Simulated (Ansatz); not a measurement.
# Ni: one cell, many SCF starts

Wanted: the lowest electronic state of Ni in this cell. One SCF may end in a higher state, so several starts are tried. We look at Ni: its experimental structure (space group Fm-3m, primitive cell doubled), with 2 atoms per cell. Source: COD entry 9013000; the sample's temperature and pressure aren't taken into account.

Program: Ansatz 0.2.0. Level of theory: DFT PBE, PAW, plane waves, scalar-relativistic. These are calculated values, not measurements.

## (1) The starting structure

It takes space group Fm-3m (No. 225, cubic). Conventional cell: a = 3.540 Å, b = 3.540 Å, c = 3.540 Å, α = 90.00°, β = 90.00°, γ = 90.00°. Around Ni (site symmetry m-3m) lie 12 Ni at 2.50 Å.

Coordinates:

```
CELL_PARAMETERS angstrom
-1.77010 -3.54020 -1.77010
-1.77010 0.00000 -1.77010
1.77010 0.00000 -1.77010
ATOMIC_POSITIONS crystal
Ni 0.00000 0.00000 0.00000
Ni 0.50000 0.00000 0.50000
```

Atoms are counted from 1 in the order of input.yaml (Ni2 and so on).

First come: parallel moments, plain SCF; opposed moments +-, plain SCF; no spin polarisation; spin on, no moments given (the program may seed its own), plain SCF. What is tried next depends on their ends.

“Plain SCF” means no search for lower states. 

Moments by site are taken inside atomic spheres; the rest lies between them.

## (2) Parallel moments, plain SCF

input.yaml

```yaml
crystal:
  lattice:
    - [-1.7701, -3.5402, -1.7701]
    - [-1.7701, 0.0, -1.7701]
    - [1.7701, 0.0, -1.7701]
  atoms:
    - { symbol: Ni, position: [0.0, 0.0, 0.0], spin: 2.0 }
    - { symbol: Ni, position: [0.5, 0.0, 0.5], spin: 2.0 }
magnetization:
  spin_polarized: true
hamiltonian:
  xc: pbe
  pseudopotentials: { kind: paw }
basis:
  ecutwfc: 420
kpoints:
  mp_grid: { grid: [7, 12, 10] }
scf:
  occupations: { method: fermi_dirac, width: 0.1 }
  lower_state_search: "off"
output:
  forces: true
  stress: true
```

What it wrote, cut to the lines that bear on the results:

```text
Warning: crystal.symmetry: narrowed to the stabiliser of the k-point mesh — unitary ops 32 → 8; excluded 24 operations that carry a point of the 7×12×10 mesh (shift [0, 0, 0]) off the mesh (the run samples exactly the mesh kpoints.mp_grid names, as under crystal.symmetry.detect: false, [...]
Pseudopotentials: kind: paw
Pseudopotential: Ni, paw, valence charge 18, recommended cutoff 420 eV (normal), Ni.paw.azcp
Functional definition: PBE
[...]
Crystal: 2 atoms, lattice volume = 22.185 Å³
Basis set: ecut = 420 eV, 403 PW (Γ), exchange–correlation on 60×36×36 points (8 copies of the dense FFT grid, shifted against one another)
Bands: 24, of which v1, the nominal top of the filled ones, is band 18 counted from 1 (17 counted from 0)
Symmetry: 8 space group operations
k-points: 258 of 840
[...]
Starting moments: Σ|m| = 4 μB on 2 of 2 sites
[...]
SCF iter   1: F=—  HF=-11678.938879 eV  |F-HF|=—  |Δ(HF+E_count)|=         —  Δρ=1.28e-1 (↑1.14e-1 ↓1.28e-1)  dr2=2.80e-2  dr2_m=2.96e0  M=1.868 μB ∫|m|=2.081 μB  β_m=0.30  ethr=7.80e-5  ⟨swp⟩=1.0  Hψ=60823  notcnv=0
[...]
spin-set hold released at iteration 1 (the charge has settled, or the pull on large starting moments outlasts its swing): the magnetisation degrees of freedom join the quasi-Newton model from the next iteration; the mixer history was flushed
[...]
SCF iter  10: F=-11679.493715 eV  HF=-11679.493715 eV  |F-HF|=4.19e-9  |Δ(HF+E_count)|=   2.73e-8  Δρ=5.78e-6 (↑5.78e-6 ↓5.26e-6)  dr2=5.48e-9  dr2_m=2.45e-9  M=1.293 μB ∫|m|=1.474 μB  ethr=4.58e-11  ⟨swp⟩=2.3  Hψ=39374  notcnv=0
[...]
SCF converged after 10 iterations
Magnetization: 1.2934 μB (18.6467 up, 17.3533 down)
Absolute magnetization: 1.4757 μB (∫|ρ↑−ρ↓|, with the PAW one-centre terms)
Spin contamination: 0.0144 ħ² per cell (⟨S²⟩ above its minimum at these occupations)
Per-site moments (μB) at R_I (Å): [(0.6853690069485713, 1.032611013537104), (0.685369006948571, 1.032611013537104)]
Free energy (F): -11679.493715 eV
[...]
E sigma→0 (E₀):  -11679.439702 eV
Entropy (-TS):   -0.108026 eV (-54.013 meV/atom)
Fermi energy:    17.741248 eV
[...]
--- Forces (eV/Å), atoms counted from 1 ---
  atom   1  Ni     0.00000000    -0.00000000    -0.00000000
  atom   2  Ni     0.00000000    -0.00000000    -0.00000000
[...]
--- Stress (GPa, compression-positive) ---
       -3.030496      -0.019816       0.065491
       -0.019818      -3.113004      -0.019818
        0.065491      -0.019816      -3.030496
  P = ⅓ Tr σ = -3.0580 GPa (-30.580 kbar)
```

Wall time 9.1 s (2 threads of an Arm CPU, shared host); peak memory 0.45 GiB.

End: ferromagnetic, site moments Ni1 0.69, Ni2 0.69 μB, total 1.29 μB per cell, no gap on the k-mesh.

## (3) Opposed moments +-, plain SCF

input.yaml, as its differences from that of step 2:

```diff
@@ -7,3 +7,3 @@
     - { symbol: Ni, position: [0.0, 0.0, 0.0], spin: 2.0 }
-    - { symbol: Ni, position: [0.5, 0.0, 0.5], spin: 2.0 }
+    - { symbol: Ni, position: [0.5, 0.0, 0.5], spin: -2.0 }
 magnetization:
```

What it wrote, cut to the lines that bear on the results:

```text
Warning: crystal.symmetry: narrowed to the stabiliser of the k-point mesh — unitary ops 16 → 4; excluded 12 operations that carry a point of the 7×12×10 mesh (shift [0, 0, 0]) off the mesh (the run samples exactly the mesh kpoints.mp_grid names, as under crystal.symmetry.detect: false, [...]
[... 11 lines as in an earlier run ...]
Symmetry: 4 space group operations
[... 5 lines as in an earlier run ...]
Starting moments: Σ|m| = 4 μB on 2 of 2 sites
[... 2 lines as in an earlier run ...]
spin-down is spin-up translated by (0.5, 0, 0.5): one eigenproblem is solved per k-point and the antiferromagnetic symmetry of the starting moments is kept exactly by this SCF (crystal.symmetry.spin_inversion_symmetry: false solves both channels; [...]
SCF iter   1: F=—  HF=-11678.566702 eV  |F-HF|=—  |Δ(HF+E_count)|=         —  Δρ=1.46e-1 (↑1.46e-1 ↓1.46e-1)  dr2=7.45e-2  dr2_m=4.31e0  M=0.000 μB ∫|m|=1.768 μB  β_m=0.30  ethr=2.07e-4  ⟨swp⟩=1.3  Hψ=30849  notcnv=0
[...]
[... 1 line as in an earlier run ...]
[...]
SCF iter  17: F=-11679.420204 eV  HF=-11679.420204 eV  |F-HF|=7.28e-12  |Δ(HF+E_count)|=  2.04e-10  Δρ=3.59e-7 (↑3.59e-7 ↓3.59e-7)  dr2=1.85e-11  dr2_m=1.16e-11  M=0.000 μB ∫|m|=0.000 μB  ethr=1.00e-12  ⟨swp⟩=1.0  Hψ=15622  notcnv=0
WARN: the starting moments were not kept: the SCF closed with an absolute magnetisation of 1.1e-5 μB, where they sum to 4 μB in size (2 sites). That is at most 0.1 of that sum. Measured as dr2_m measures the in/out step, that magnetisation stands 1.5e-10 eV from none, at or under the [...]
SCF converged after 17 iterations
Magnetization: 0.0000 μB (18.0000 up, 18.0000 down)
Absolute magnetization: 0.0000 μB (∫|ρ↑−ρ↓|, with the PAW one-centre terms)
Spin contamination: 0.0000 ħ² per cell (⟨S²⟩ above its minimum at these occupations)
Per-site moments (μB) at R_I (Å): [(-4.99418198337103e-6, 1.032611013537104), (4.99418198337103e-6, 1.032611013537104)]
Free energy (F): -11679.420204 eV
[...]
E sigma→0 (E₀):  -11679.331794 eV
Entropy (-TS):   -0.176822 eV (-88.411 meV/atom)
Fermi energy:    17.579900 eV
[...]
--- Forces (eV/Å), atoms counted from 1 ---
  atom   1  Ni    -0.00000000     0.00000000     0.00000000
  atom   2  Ni    -0.00000000     0.00000000    -0.00000000
[...]
--- Stress (GPa, compression-positive) ---
       -4.236128      -0.027504       0.028170
       -0.027503      -3.869257      -0.027503
        0.028170      -0.027504      -4.236128
  P = ⅓ Tr σ = -4.1138 GPa (-41.138 kbar)
```

Run time: 7.7 s. Hardware: 2 threads of an Arm CPU, shared host; peak memory 0.43 GiB.

End: non-magnetic, no gap on the k-mesh. It lies 36.8 meV/atom above the lowest state so far (step 2).

## (4) No spin polarisation

input.yaml, as its differences from that of step 3:

```diff
@@ -6,6 +6,4 @@
   atoms:
-    - { symbol: Ni, position: [0.0, 0.0, 0.0], spin: 2.0 }
-    - { symbol: Ni, position: [0.5, 0.0, 0.5], spin: -2.0 }
-magnetization:
-  spin_polarized: true
+    - { symbol: Ni, position: [0.0, 0.0, 0.0] }
+    - { symbol: Ni, position: [0.5, 0.0, 0.5] }
 hamiltonian:
```

What it wrote, cut to the lines that bear on the results:

```text
[... 11 lines as in an earlier run ...]
Bands: 22, of which v1, the nominal top of the filled ones, is band 18 counted from 1 (17 counted from 0)
[... 5 lines as in an earlier run ...]
[...]
[... 2 lines as in an earlier run ...]
SCF iter   1: F=—  HF=-11679.419921 eV  |F-HF|=—  |Δ(HF+E_count)|=         —  Δρ=1.82e-3  dr2=2.66e-4  ethr=1.77e-3  ⟨swp⟩=4.4  Hψ=20471  notcnv=0
[...]
SCF iter   6: F=-11679.420204 eV  HF=-11679.420204 eV  |F-HF|=2.56e-10  |Δ(HF+E_count)|=   1.07e-8  Δρ=3.11e-6  dr2=4.39e-10  ethr=4.09e-11  ⟨swp⟩=2.9  Hψ=20407  notcnv=0
[...]
SCF converged after 6 iterations
Free energy (F): -11679.420204 eV
[...]
E sigma→0 (E₀):  -11679.331794 eV
Entropy (-TS):   -0.176822 eV (-88.411 meV/atom)
Fermi energy:    17.579895 eV
[... 24 lines left out: energy terms, forces, stress ...]
```

It took 2.8 s on 2 threads of an Arm CPU, shared host; peak memory 0.37 GiB.

Nothing new: the 6 iterations lead to the state found in step 3 (non-magnetic).

## (5) Spin on, no moments given (the program may seed its own), plain SCF

input.yaml, as its differences from that of step 4:

```diff
@@ -21 +21,3 @@
   stress: true
+magnetization:
+  spin_polarized: true
```

What it wrote, cut to the lines that bear on the results:

```text
[... 1 line as in an earlier run ...]
band count auto-derived: 24 (N_el = 36.0; filled up to band 18; 22 by the electrons, moments and atoms)
[... 19 lines as in an earlier run ...]
[...]
SCF iter   1: F=—  HF=-11678.056777 eV  |F-HF|=—  |Δ(HF+E_count)|=         —  Δρ=1.77e-1 (↑1.77e-1 ↓1.76e-1)  dr2=1.22e-2  dr2_m=6.32e0  M=2.540 μB ∫|m|=2.540 μB  ethr=4.52e-4  ⟨swp⟩=1.3  Hψ=30751  notcnv=0
[...]
SCF iter  11: F=-11679.493715 eV  HF=-11679.493715 eV  |F-HF|=1.26e-10  |Δ(HF+E_count)|=   5.72e-9  Δρ=2.28e-6 (↑7.56e-7 ↓2.28e-6)  dr2=2.18e-10  dr2_m=3.61e-10  M=1.293 μB ∫|m|=1.474 μB  ethr=9.17e-12  ⟨swp⟩=1.9  Hψ=35944  notcnv=0
[...]
SCF converged after 11 iterations
Magnetization: 1.2934 μB (18.6467 up, 17.3533 down)
Absolute magnetization: 1.4756 μB (∫|ρ↑−ρ↓|, with the PAW one-centre terms)
Spin contamination: 0.0144 ħ² per cell (⟨S²⟩ above its minimum at these occupations)
Per-site moments (μB) at R_I (Å): [(0.6853503444439956, 1.032611013537104), (0.6853503444439953, 1.032611013537104)]
Free energy (F): -11679.493715 eV
[...]
E sigma→0 (E₀):  -11679.439701 eV
Entropy (-TS):   -0.108028 eV (-54.014 meV/atom)
Fermi energy:    17.741199 eV
[... 24 lines left out: energy terms, forces, stress ...]
```

Wall time 9.5 s (2 threads of an Arm CPU, shared host); peak memory 0.45 GiB.

This is the state of step 2 again (ferromagnetic), after 11 iterations.

## (6) Parallel moments scaled by 0.03, plain SCF

input.yaml, as its differences from that of step 5:

```diff
@@ -6,4 +6,6 @@
   atoms:
-    - { symbol: Ni, position: [0.0, 0.0, 0.0] }
-    - { symbol: Ni, position: [0.5, 0.0, 0.5] }
+    - { symbol: Ni, position: [0.0, 0.0, 0.0], spin: 0.06 }
+    - { symbol: Ni, position: [0.5, 0.0, 0.5], spin: 0.06 }
+magnetization:
+  spin_polarized: true
 hamiltonian:
@@ -21,3 +23 @@
   stress: true
-magnetization:
-  spin_polarized: true
```

What it wrote, cut to the lines that bear on the results:

```text
[... 11 lines as in an earlier run ...]
Bands: 23, of which v1, the nominal top of the filled ones, is band 18 counted from 1 (17 counted from 0)
[... 6 lines as in an earlier run ...]
Starting moments: Σ|m| = 0.12 μB on 2 of 2 sites
[... 2 lines as in an earlier run ...]
[...]
SCF iter   1: F=—  HF=-11679.433337 eV  |F-HF|=—  |Δ(HF+E_count)|=         —  Δρ=2.47e-2 (↑2.47e-2 ↓1.67e-2)  dr2=1.62e-1  dr2_m=4.92e-3  M=0.160 μB ∫|m|=0.164 μB  β_m=1.00  ethr=4.51e-4  ⟨swp⟩=1.0  Hψ=58734  notcnv=0
[...]
spin-set hold released at iteration 15 (site moments' squared step at or under half its running peak, from the soft ceiling on): the magnetisation degrees of freedom join the quasi-Newton model from the next iteration; the mixer history was flushed
[...]
SCF iter  22: F=-11679.493715 eV  HF=-11679.493715 eV  |F-HF|=5.60e-9  |Δ(HF+E_count)|=   7.38e-7  Δρ=5.64e-6 (↑4.82e-6 ↓5.64e-6)  dr2=7.59e-9  dr2_m=2.00e-9  M=1.293 μB ∫|m|=1.474 μB  ethr=2.78e-10  ⟨swp⟩=3.0  Hψ=47628  notcnv=0
[...]
SCF converged after 22 iterations
Magnetization: 1.2934 μB (18.6467 up, 17.3533 down)
Absolute magnetization: 1.4756 μB (∫|ρ↑−ρ↓|, with the PAW one-centre terms)
Spin contamination: 0.0144 ħ² per cell (⟨S²⟩ above its minimum at these occupations)
Per-site moments (μB) at R_I (Å): [(0.6853441703926384, 1.032611013537104), (0.6853441703926381, 1.032611013537104)]
Free energy (F): -11679.493715 eV
[...]
E sigma→0 (E₀):  -11679.439700 eV
Entropy (-TS):   -0.108030 eV (-54.015 meV/atom)
Fermi energy:    17.741134 eV
[... 24 lines left out: energy terms, forces, stress ...]
```

Wall time 18 s (2 threads of an Arm CPU, shared host); peak memory 0.44 GiB.

This is the state of step 2 again (ferromagnetic), after 22 iterations.

## (7) Moments ++ scaled by 0.4, plain SCF

input.yaml, as its differences from that of step 6:

```diff
@@ -6,4 +6,4 @@
   atoms:
-    - { symbol: Ni, position: [0.0, 0.0, 0.0], spin: 0.06 }
-    - { symbol: Ni, position: [0.5, 0.0, 0.5], spin: 0.06 }
+    - { symbol: Ni, position: [0.0, 0.0, 0.0], spin: 0.8 }
+    - { symbol: Ni, position: [0.5, 0.0, 0.5], spin: 0.8 }
 magnetization:
```

What it wrote, cut to the lines that bear on the results:

```text
[... 18 lines as in an earlier run ...]
Starting moments: Σ|m| = 1.6 μB on 2 of 2 sites
[... 2 lines as in an earlier run ...]
[...]
SCF iter   1: F=—  HF=-11679.460198 eV  |F-HF|=—  |Δ(HF+E_count)|=         —  Δρ=2.20e-2 (↑1.85e-2 ↓2.20e-2)  dr2=1.28e-1  dr2_m=1.47e-2  M=1.293 μB ∫|m|=1.356 μB  β_m=0.30  ethr=3.56e-4  ⟨swp⟩=1.0  Hψ=58735  notcnv=0
[...]
spin-set hold released at iteration 8 (site moments contracting): the magnetisation degrees of freedom join the quasi-Newton model from the next iteration; the mixer history was flushed
[...]
SCF iter  14: F=-11679.493715 eV  HF=-11679.493715 eV  |F-HF|=1.11e-8  |Δ(HF+E_count)|=   2.66e-8  Δρ=1.04e-5 (↑3.81e-6 ↓1.04e-5)  dr2=1.20e-8  dr2_m=2.85e-9  M=1.293 μB ∫|m|=1.474 μB  ethr=2.77e-11  ⟨swp⟩=2.0  Hψ=38761  notcnv=0
[...]
SCF converged after 14 iterations
Magnetization: 1.2934 μB (18.6467 up, 17.3533 down)
Absolute magnetization: 1.4756 μB (∫|ρ↑−ρ↓|, with the PAW one-centre terms)
Spin contamination: 0.0144 ħ² per cell (⟨S²⟩ above its minimum at these occupations)
Per-site moments (μB) at R_I (Å): [(0.68535294166304, 1.032611013537104), (0.6853529416630398, 1.032611013537104)]
Free energy (F): -11679.493715 eV
[...]
E sigma→0 (E₀):  -11679.439702 eV
Entropy (-TS):   -0.108027 eV (-54.013 meV/atom)
Fermi energy:    17.741248 eV
[... 24 lines left out: energy terms, forces, stress ...]
```

Run time: 11 s. Hardware: 2 threads of an Arm CPU, shared host; peak memory 0.44 GiB.

The run ends in the same state as step 2 (ferromagnetic); it took 14 iterations.

## (8) A moment on one site alone, plain SCF

input.yaml, as its differences from that of step 7:

```diff
@@ -6,4 +6,4 @@
   atoms:
-    - { symbol: Ni, position: [0.0, 0.0, 0.0], spin: 0.8 }
-    - { symbol: Ni, position: [0.5, 0.0, 0.5], spin: 0.8 }
+    - { symbol: Ni, position: [0.0, 0.0, 0.0], spin: 2.0 }
+    - { symbol: Ni, position: [0.5, 0.0, 0.5] }
 magnetization:
```

What it wrote, cut to the lines that bear on the results:

```text
[... 18 lines as in an earlier run ...]
Starting moments: Σ|m| = 2 μB on 1 of 2 sites
[... 2 lines as in an earlier run ...]
SCF iter   1: F=—  HF=-11679.266036 eV  |F-HF|=—  |Δ(HF+E_count)|=         —  Δρ=1.13e-1 (↑1.13e-1 ↓3.74e-2)  dr2=2.36e0  dr2_m=8.22e-1  M=1.438 μB ∫|m|=1.545 μB  β_m=0.30  ethr=3.10e-3  ⟨swp⟩=4.8  Hψ=42761  notcnv=0
[...]
spin-set hold released at iteration 5 (the charge has settled, or the pull on large starting moments outlasts its swing): the magnetisation degrees of freedom join the quasi-Newton model from the next iteration; the mixer history was flushed
[...]
SCF iter  23: F=-11679.493715 eV  HF=-11679.493715 eV  |F-HF|=4.79e-9  |Δ(HF+E_count)|=   1.86e-8  Δρ=5.11e-6 (↑1.02e-6 ↓5.11e-6)  dr2=5.60e-9  dr2_m=1.36e-9  M=1.293 μB ∫|m|=1.474 μB  ethr=2.78e-10  ⟨swp⟩=3.6  Hψ=34667  notcnv=0
[...]
SCF converged after 23 iterations
Magnetization: 1.2934 μB (18.6467 up, 17.3533 down)
Absolute magnetization: 1.4756 μB (∫|ρ↑−ρ↓|, with the PAW one-centre terms)
Spin contamination: 0.0144 ħ² per cell (⟨S²⟩ above its minimum at these occupations)
Per-site moments (μB) at R_I (Å): [(0.6853466810880711, 1.032611013537104), (0.6853593749263922, 1.032611013537104)]
Free energy (F): -11679.493715 eV
[...]
E sigma→0 (E₀):  -11679.439701 eV
Entropy (-TS):   -0.108029 eV (-54.015 meV/atom)
Fermi energy:    17.741198 eV
[... 24 lines left out: energy terms, forces, stress ...]
```

It took 14 s on 2 threads of an Arm CPU, shared host; peak memory 0.45 GiB.

Nothing new: the 23 iterations lead to the state found in step 2 (ferromagnetic).

## (9) Parallel moments, spin not held back in the first iterations, no switch to direct minimisation

input.yaml, as its differences from that of step 8:

```diff
@@ -7,3 +7,3 @@
     - { symbol: Ni, position: [0.0, 0.0, 0.0], spin: 2.0 }
-    - { symbol: Ni, position: [0.5, 0.0, 0.5] }
+    - { symbol: Ni, position: [0.5, 0.0, 0.5], spin: 2.0 }
 magnetization:
@@ -20,2 +20,4 @@
   lower_state_search: "off"
+  algorithm: density_mixing
+  mixing: { spin_hold: "off" }
 output:
```

What it wrote, cut to the lines that bear on the results:

```text
[... 18 lines as in an earlier run ...]
Starting moments: Σ|m| = 4 μB on 2 of 2 sites
[... 2 lines as in an earlier run ...]
[...]
SCF iter   1: F=—  HF=-11678.870405 eV  |F-HF|=—  |Δ(HF+E_count)|=         —  Δρ=1.25e-1 (↑1.09e-1 ↓1.25e-1)  dr2=3.27e-2  dr2_m=2.78e0  M=1.859 μB ∫|m|=2.007 μB  β_m=0.30  ethr=9.10e-5  ⟨swp⟩=1.0  Hψ=60821  notcnv=0
[...]
SCF iter  10: F=-11679.493715 eV  HF=-11679.493715 eV  |F-HF|=3.40e-10  |Δ(HF+E_count)|=   2.39e-9  Δρ=4.76e-6 (↑1.79e-6 ↓4.76e-6)  dr2=2.32e-9  dr2_m=1.14e-9  M=1.293 μB ∫|m|=1.474 μB  ethr=5.29e-11  ⟨swp⟩=2.1  Hψ=37769  notcnv=0
[...]
SCF converged after 10 iterations
Magnetization: 1.2934 μB (18.6467 up, 17.3533 down)
Absolute magnetization: 1.4756 μB (∫|ρ↑−ρ↓|, with the PAW one-centre terms)
Spin contamination: 0.0144 ħ² per cell (⟨S²⟩ above its minimum at these occupations)
Per-site moments (μB) at R_I (Å): [(0.6853533935134012, 1.032611013537104), (0.6853533935134011, 1.032611013537104)]
Free energy (F): -11679.493715 eV
[...]
E sigma→0 (E₀):  -11679.439702 eV
Entropy (-TS):   -0.108026 eV (-54.013 meV/atom)
Fermi energy:    17.741222 eV
[... 24 lines left out: energy terms, forces, stress ...]
```

Run time: 9 s. Hardware: 2 threads of an Arm CPU, shared host; peak memory 0.45 GiB.

The run ends in the same state as step 2 (ferromagnetic); it took 10 iterations.

## (10) Comparing the starts

| step | iterations | state | moments of Ni1 Ni2 (μB) | total (μB) | gap (eV) | pressure (GPa) | above lowest (meV/atom) |
| --- | --- | --- | --- | --- | --- | --- | --- |
| 2 | 10 | 1 | 0.69 0.69 | 1.29 | none | -3.1 | 0.0 |
| 3 | 17 | 2 | 0.00 0.00 | 0.00 | none | -4.1 | 36.8 |
| 4 | 6 | 2 | 0.00 0.00 | 0.00 | none | -4.1 | 36.8 |
| 5 | 11 | 1 | 0.69 0.69 | 1.29 | none | -3.1 | 0.0 |
| 6 | 22 | 1 | 0.69 0.69 | 1.29 | none | -3.1 | 0.0 |
| 7 | 14 | 1 | 0.69 0.69 | 1.29 | none | -3.1 | 0.0 |
| 8 | 23 | 1 | 0.69 0.69 | 1.29 | none | -3.1 | 0.0 |
| 9 | 10 | 1 | 0.69 0.69 | 1.29 | none | -3.1 | 0.0 |

States are numbered from the lowest. Starts by step: 2 parallel moments, plain SCF; 3 opposed moments +-, plain SCF; 4 no spin polarisation; 5 spin on, no moments given (the program may seed its own), plain SCF; 6 parallel moments scaled by 0.03, plain SCF; 7 moments ++ scaled by 0.4, plain SCF; 8 a moment on one site alone, plain SCF; 9 parallel moments, spin not held back in the first iterations, no switch to direct minimisation.

The 8 runs of this session took 80 s in all, from 2.8 s to 18 s each.

Decimal logarithm of the largest residual (eV) by iteration, counted through all cycles of a run (7 of the 8 runs):

| iteration | step 2 | step 3 | step 4 | step 5 | step 6 | step 7 | step 8 |
| --- | --- | --- | --- | --- | --- | --- | --- |
| 1 | 0.5 | 0.6 | -3.6 | 0.8 | -0.8 | -0.9 | 0.4 |
| 2 | 0.3 | 0.5 | -4.1 | -0.4 | -1.5 | -1.5 | 0.8 |
| 3 | -0.9 | -0.6 | -5.6 | -0.6 | -1.9 | -2.0 | 0.1 |
| 4 | -2.3 | -0.9 | -6.6 | -0.5 | -2.4 | -2.5 | 0.1 |
| 5 | -3.1 | -2.1 | -7.8 | -2.9 | -2.3 | -3.1 | -0.1 |
| 7 | -5.6 | -3.6 | - | -3.4 | -2.0 | -3.7 | 1.3 |
| 9 | -7.3 | -4.0 | - | -5.9 | -1.9 | -4.5 | -0.6 |
| 11 | - | -6.5 | - | -9.4 | -1.9 | -4.3 | -2.0 |
| 13 | - | -8.1 | - | - | -2.1 | -7.6 | -1.9 |
| 15 | - | -8.6 | - | - | -2.4 | - | -2.5 |
| 17 | - | -10.7 | - | - | -2.0 | - | -4.1 |
| 19 | - | - | - | - | -2.3 | - | -4.8 |
| 21 | - | - | - | - | -5.4 | - | -6.3 |
| 23 | - | - | - | - | - | - | -8.3 |

## (11) Summary of results

```
                      quantity                               value
               distinct states             2 from 8 converged runs
lowest state from plain starts                       ferromagnetic
                   its moments               Ni1 0.69, Ni2 0.69 μB
                  total moment                    1.29 μB per cell
             gap on the k-mesh                                none
                      pressure                            -3.1 GPa
                 largest force                          0.000 eV/Å
                    next state  non-magnetic, 36.8 meV/atom higher
```

Distinct end states: 2, from 8 converged runs. Switching spin polarisation off costs 36.8 meV/atom in free energy, smearing entropy included. A lower state than any found can't be excluded. The mesh has less symmetry than the lattice, which lowers the symmetry of the run.
